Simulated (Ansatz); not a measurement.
# PtSe2 (Sudovikovite) (P-3m1) in Ansatz: further runs, part 2 of 2

Ansatz 0.2.0. Earlier steps stand in the parts before.

### Step 5. Single point, PBE

File input.yaml:

```yaml
crystal:
  lattice:
    - [3.724, 0.0, 0.0]
    - [-1.862, 3.2250786037, 0.0]
    - [0.0, 0.0, 5.062]
  atoms:
    - { symbol: Pt, position: [0.0, 0.0, 0.0] }
    - { symbol: Se, position: [0.6666666667, 0.3333333333, 0.75] }
    - { symbol: Se, position: [0.3333333333, 0.6666666667, 0.25] }
hamiltonian:
  xc: pbe
  pseudopotentials: { kind: paw }
kpoints:
  mp_grid: { grid: [8, 8, 5] }
scf:
  occupations: { method: gaussian, width: 0.02 }
output:
  forces: true
  stress: true
  eigenvalues: true
```

Potentials or basis: Ansatz PAW.

Run with:

```bash
> ansatz run input.yaml --threads 2 --pin off --max-ram 5632MiB --backend cpu --events-out ev --progress --plain --runs-dir out
```

The log of the run:

```text
Warning: RAYON_NUM_THREADS=2 ignored (pool sized by the plan → 2); use --threads N
Engine: ansatz 0.2.0, x86_64-unknown-linux-gnu
Pseudopotentials: kind: paw
Pseudopotential: Pt, paw, valence charge 18, recommended cutoff 420 eV (normal), Pt.paw.azcp
Pseudopotential: Se, paw, valence charge 16, recommended cutoff 420 eV (normal), Se.paw.azcp
Functional definition: PBE
  parameter kappa = 0.804
  parameter beta = 0.06672455060314922
  exchange = pbe_x(kappa = kappa, mu = beta*pi^2/3)
  correlation = pbe_c(beta = beta)
Crystal: 3 atoms, lattice volume = 60.796 Å³
Basis set: ecut = 420 eV, 1205 PW (Γ), exchange–correlation on 50×50×72 points (8 copies of the dense FFT grid, shifted against one another)
Bands: 30, of which v1, the nominal top of the filled ones, is band 25 counted from 1 (24 counted from 0)
Symmetry: 12 space group operations
Space group: P-3m1 (ITA 164), of the structure as read, at distance tolerance 3.9e-5 Å
k-points: 40 of 320
Non-local potential: Pt, projectors of the file, l = 0: 3, l = 1: 2, l = 2: 2, l = 3: 1
Non-local potential: Se, projectors of the file, l = 0: 2, l = 1: 2, l = 2: 3, l = 3: 1
PAW form: soft (Blöchl's): semilocal exchange-correlation on the pseudo side does not see the compensation charge
PAW one-centre angular grid: Pt, 590 points (default); XC on 64 Gauss nodes
PAW one-centre angular grid: Se, 590 points (default); XC on 64 Gauss nodes
Initial density: superposition of atomic densities (neutral atoms: chi_scale 0, normalization atom), corrected by the library's trained network
Initial wavefunctions: pseudopotential atomic-orbital guess
Functional: x = pbe(κ = 0.804, μ = 0.2195149727645171), c = pbe(β = 0.06672455060314922)
SCF iter   1: F=—  HF=-23462.251929 eV  |F-HF|=—  |Δ(HF+E_count)|=         —  Δρ=3.51e-3  dr2=6.60e-3  ethr=1.77e-3  ⟨swp⟩=6.2  Hψ=4715  notcnv=0
preconditioner: auto → LDOS  [insulator: Δε(μ)=0.106 eV  Ē_g=10.189 eV  σ=0.020 eV  W_gap=0.93  n_scr=22 (ndim 8)  ℏωp=22.3 eV  f_vac=0.035  D(μ)=0.89/eV (n_scr^D=2)  ε∞_Penn≈5.8  β→1.0]
SCF iter   2: F=—  HF=-23462.253134 eV  |F-HF|=—  |Δ(HF+E_count)|=   1.21e-3  Δρ=1.27e-3  dr2=1.21e-3  ethr=1.32e-5  ⟨swp⟩=2.0  Hψ=2120  notcnv=0  defer=37
SCF iter   3: F=—  HF=-23462.252914 eV  |F-HF|=—  |Δ(HF+E_count)|=   2.21e-4  Δρ=2.24e-4  dr2=3.07e-5  ethr=2.41e-6  ⟨swp⟩=2.0  Hψ=1694  notcnv=0  defer=37
SCF iter   4: F=—  HF=-23462.252892 eV  |F-HF|=—  |Δ(HF+E_count)|=   2.19e-5  Δρ=4.66e-5  dr2=1.97e-6  ethr=6.14e-8  ⟨swp⟩=2.0  Hψ=2123  notcnv=0  defer=37
SCF iter   5: F=—  HF=-23462.252892 eV  |F-HF|=—  |Δ(HF+E_count)|=   6.94e-8  Δρ=1.18e-5  dr2=1.43e-7  ethr=3.93e-9  ⟨swp⟩=2.1  Hψ=1635  notcnv=0  defer=37
SCF iter   6: F=-23462.252892 eV  HF=-23462.252892 eV  |F-HF|=8.34e-9  |Δ(HF+E_count)|=   3.09e-8  Δρ=3.68e-6  dr2=5.85e-9  ethr=2.00e-10  ⟨swp⟩=6.9  Hψ=5011  notcnv=0
SCF 1 converged in 6 iterations: F = -23462.252892 eV  dr2 = 5.85e-9
SCF converged after 6 iterations
Free energy (F): -23462.252892 eV
Harris-Foulkes:  -23462.252892 eV  (|F-HF|=8.34e-9)
Internal energy: -23462.252714 eV  (E = F + TS)
E sigma→0 (E₀):  -23462.252803 eV
Entropy (-TS):   -0.000178 eV (-0.059 meV/atom)
Fermi energy:    13.416132 eV
--- Per-component energies (eV) ---
  E_band       = -958.363863
  E_kinetic    = 876.404007
  E_local      = -6791.658442  (includes V_loc(G=0)·N_el)
  E_nonlocal   = -990.585159
  E_hartree    = 3150.821630
  E_xc         = -471.412318
  E_vxc        = -500.899033  (∫ρ·V_xc dr)
  E_paw        = -13277.886082  (= ΣΔE_a)
  E_vpaw       = 146.736689  (= ΣTr[D̂ρ^β])
  E_aug_tail   = -0.000985  (compensation charges beyond the density's cutoff)
  E_ewald      = -5957.935364
  E_smearing   = -0.000178  (= −TS)
  E_closure    = 0.000000  (closes the sum)
  Σ components = -23462.252892   (vs F -23462.252892, Δ=0.00e0)
--- Forces (eV/Å), atoms counted from 1 ---
  atom   1  Pt    -0.00000000    -0.00000000     0.00000000
  atom   2  Se     0.00000000     0.00000000    -0.56975936
  atom   3  Se    -0.00000000     0.00000000     0.56975936
  max |Σ_I F_I| component: 1.16e-18 eV/Å
--- Stress (GPa, compression-positive) ---
        7.898076      -0.000000       0.000000
       -0.000000       7.898076       0.000000
       -0.000000       0.000000       6.173041
  P = ⅓ Tr σ = 7.3231 GPa (73.231 kbar)
--- Band table (eV; the first three rows and the last of 40) ---
  k-point 0: bands = ["-86.2524", "-40.5043", "-40.5043", "-40.4107", "-35.2301", "-35.2301", "-35.2278", "-35.2278", "-35.2115", "-35.2115", "-35.2066", "-35.2066", "-35.2009", "-35.2007", "-2.4012", "0.4258", "6.1102", "6.8139", "6.8139", "9.2701", "9.2701", "10.7168", "12.2428", "12.2428", "13.7244", "14.7781", "14.7781", "16.9297", "17.5312", "20.6148"]
  k-point 1: bands = ["-86.2524", "-40.5043", "-40.5043", "-40.4107", "-35.2301", "-35.2301", "-35.2278", "-35.2278", "-35.2112", "-35.2112", "-35.2070", "-35.2070", "-35.2010", "-35.2006", "-2.2552", "0.0780", "6.6285", "6.8319", "6.8319", "9.2588", "9.2588", "10.6829", "12.0772", "12.0772", "12.8791", "15.0667", "15.0667", "17.2385", "18.3690", "20.4746"]
  k-point 2: bands = ["-86.2524", "-40.5043", "-40.5043", "-40.4107", "-35.2300", "-35.2300", "-35.2279", "-35.2279", "-35.2104", "-35.2104", "-35.2078", "-35.2078", "-35.2011", "-35.2005", "-1.9141", "-0.5433", "6.8615", "6.8615", "7.6290", "9.2420", "9.2420", "10.4710", "11.7565", "11.8458", "11.8458", "15.5388", "15.5388", "17.9555", "19.4760", "20.1592"]
  k-point 39: bands = ["-86.2522", "-40.5127", "-40.5102", "-40.4099", "-35.2296", "-35.2293", "-35.2288", "-35.2280", "-35.2105", "-35.2091", "-35.2087", "-35.2084", "-35.2004", "-35.2004", "-0.4457", "-0.3132", "6.3761", "6.9041", "7.4759", "8.4637", "8.8074", "9.5199", "9.6652", "10.7403", "11.0029", "14.8019", "15.3073", "19.1688", "20.2215", "21.0543"]
```

It took 8.7 s on 2 threads of Intel Xeon at 2.50GHz (Skylake/Cascade Lake), shared host; peak memory 0.39 GiB.

Results:

- Free energy: -23462.2529 eV
- Pressure: 7.3 GPa
- Largest force: 0.570 eV/Å
- Band gap on the k mesh: none (metal or under the smearing width)

Forces on the atoms (eV/Å):
```
Pt   0.000  0.000  0.000
Se   0.000  0.000 -0.570
Se   0.000  0.000  0.570
```

The run has no spin-orbit coupling, so splittings on Pt are missing.

### Step 6. Single point, PBE

Edit input.yaml of step 5 so:

```diff
@@ -15,3 +15,3 @@
 scf:
-  occupations: { method: gaussian, width: 0.02 }
+  occupations: { method: gaussian, width: 0.021 }
 output:
```

Potentials or basis: Ansatz PAW.

Run with:

```bash
> ansatz run input.yaml --threads 2 --pin off --max-ram 5632MiB --backend cpu --events-out ev --progress --plain --runs-dir out
```

The log of the run:

```text
Warning: RAYON_NUM_THREADS=2 ignored (pool sized by the plan → 2); use --threads N
Engine: ansatz 0.2.0, x86_64-unknown-linux-gnu
Pseudopotentials: kind: paw
Pseudopotential: Pt, paw, valence charge 18, recommended cutoff 420 eV (normal), Pt.paw.azcp
Pseudopotential: Se, paw, valence charge 16, recommended cutoff 420 eV (normal), Se.paw.azcp
Functional definition: PBE
  parameter kappa = 0.804
  parameter beta = 0.06672455060314922
  exchange = pbe_x(kappa = kappa, mu = beta*pi^2/3)
  correlation = pbe_c(beta = beta)
Crystal: 3 atoms, lattice volume = 60.796 Å³
Basis set: ecut = 420 eV, 1205 PW (Γ), exchange–correlation on 50×50×72 points (8 copies of the dense FFT grid, shifted against one another)
Bands: 30, of which v1, the nominal top of the filled ones, is band 25 counted from 1 (24 counted from 0)
Symmetry: 12 space group operations
Space group: P-3m1 (ITA 164), of the structure as read, at distance tolerance 3.9e-5 Å
k-points: 40 of 320
Non-local potential: Pt, projectors of the file, l = 0: 3, l = 1: 2, l = 2: 2, l = 3: 1
Non-local potential: Se, projectors of the file, l = 0: 2, l = 1: 2, l = 2: 3, l = 3: 1
[... 18 lines left out ...]
Internal energy: -23462.252713 eV  (E = F + TS)
E sigma→0 (E₀):  -23462.252807 eV
Entropy (-TS):   -0.000187 eV (-0.062 meV/atom)
Fermi energy:    13.415015 eV
--- Per-component energies (eV) ---
  E_band       = -958.363761
  E_kinetic    = 876.403996
  E_local      = -6791.658444  (includes V_loc(G=0)·N_el)
  E_nonlocal   = -990.585130
  E_hartree    = 3150.821635
  E_xc         = -471.412315
  E_vxc        = -500.899029  (∫ρ·V_xc dr)
  E_paw        = -13277.886107  (= ΣΔE_a)
  E_vpaw       = 146.736691  (= ΣTr[D̂ρ^β])
  E_aug_tail   = -0.000985  (compensation charges beyond the density's cutoff)
  E_ewald      = -5957.935364
  E_smearing   = -0.000187  (= −TS)
  E_closure    = -0.000000  (closes the sum)
  Σ components = -23462.252901   (vs F -23462.252901, Δ=0.00e0)
--- Forces (eV/Å), atoms counted from 1 ---
  atom   1  Pt    -0.00000000    -0.00000000     0.00000000
  atom   2  Se     0.00000000    -0.00000000    -0.56975626
  atom   3  Se    -0.00000000     0.00000000     0.56975626
  max |Σ_I F_I| component: 1.16e-18 eV/Å
--- Stress (GPa, compression-positive) ---
        7.898071       0.000000      -0.000000
        0.000000       7.898071       0.000000
       -0.000000       0.000000       6.173106
  P = ⅓ Tr σ = 7.3231 GPa (73.231 kbar)
--- Band table (eV; the first three rows and the last of 40) ---
  k-point 0: bands = ["-86.2524", "-40.5043", "-40.5043", "-40.4107", "-35.2301", "-35.2301", "-35.2278", "-35.2278", "-35.2115", "-35.2115", "-35.2066", "-35.2066", "-35.2009", "-35.2007", "-2.4012", "0.4258", "6.1102", "6.8139", "6.8139", "9.2701", "9.2701", "10.7168", "12.2428", "12.2428", "13.7244", "14.7781", "14.7781", "16.9297", "17.5312", "20.6148"]
  k-point 1: bands = ["-86.2524", "-40.5043", "-40.5043", "-40.4107", "-35.2301", "-35.2301", "-35.2278", "-35.2278", "-35.2112", "-35.2112", "-35.2070", "-35.2070", "-35.2010", "-35.2006", "-2.2552", "0.0780", "6.6285", "6.8319", "6.8319", "9.2588", "9.2588", "10.6829", "12.0772", "12.0772", "12.8791", "15.0667", "15.0667", "17.2385", "18.3690", "20.4746"]
  k-point 2: bands = ["-86.2524", "-40.5043", "-40.5043", "-40.4107", "-35.2300", "-35.2300", "-35.2279", "-35.2279", "-35.2104", "-35.2104", "-35.2078", "-35.2078", "-35.2011", "-35.2005", "-1.9141", "-0.5433", "6.8615", "6.8615", "7.6290", "9.2420", "9.2420", "10.4710", "11.7565", "11.8458", "11.8458", "15.5388", "15.5388", "17.9555", "19.4760", "20.1592"]
  k-point 39: bands = ["-86.2522", "-40.5127", "-40.5102", "-40.4099", "-35.2296", "-35.2293", "-35.2288", "-35.2280", "-35.2105", "-35.2091", "-35.2087", "-35.2084", "-35.2004", "-35.2004", "-0.4457", "-0.3132", "6.3761", "6.9041", "7.4759", "8.4637", "8.8074", "9.5199", "9.6652", "10.7403", "11.0029", "14.8019", "15.3073", "19.1688", "20.2215", "21.0543"]
```

It took 8.4 s on 2 threads of Intel Xeon at 2.50GHz (Skylake/Cascade Lake), shared host; peak memory 0.39 GiB.

What came out:

| Property | Result |
| --- | --- |
| Free energy | -23462.2529 eV |
| Pressure | 7.3 GPa |
| Largest force | 0.570 eV/Å |
| Band gap on the k mesh | none (metal or under the smearing width) |

Forces in eV/Å, atoms in the order of the input:
```
Pt   0.000  0.000  0.000
Se   0.000  0.000 -0.570
Se   0.000  0.000  0.570
```

Spin-orbit coupling is left out, which matters for the levels of Pt.

### Step 7. Summary

```csv
smearing,gap on the mesh (eV),pressure (GPa),largest force (eV/Å)
gaussian 0.017 eV,none,7.3,0.57
gaussian 0.018 eV,none,7.3,0.57
gaussian 0.019 eV,none,7.3,0.57
gaussian 0.02 eV,none,7.3,0.57
gaussian 0.021 eV,none,7.3,0.57
```

Alike in all rows: task single point; level PBE; potentials or basis Ansatz PAW; no spin polarisation; cell as given; k mesh 8 × 8 × 5; cutoff (eV) 420.

Every run on the cell as given and a fine mesh finds a metal.

Total energies depend on the potentials used, so only differences within one code and one set of settings carry meaning.
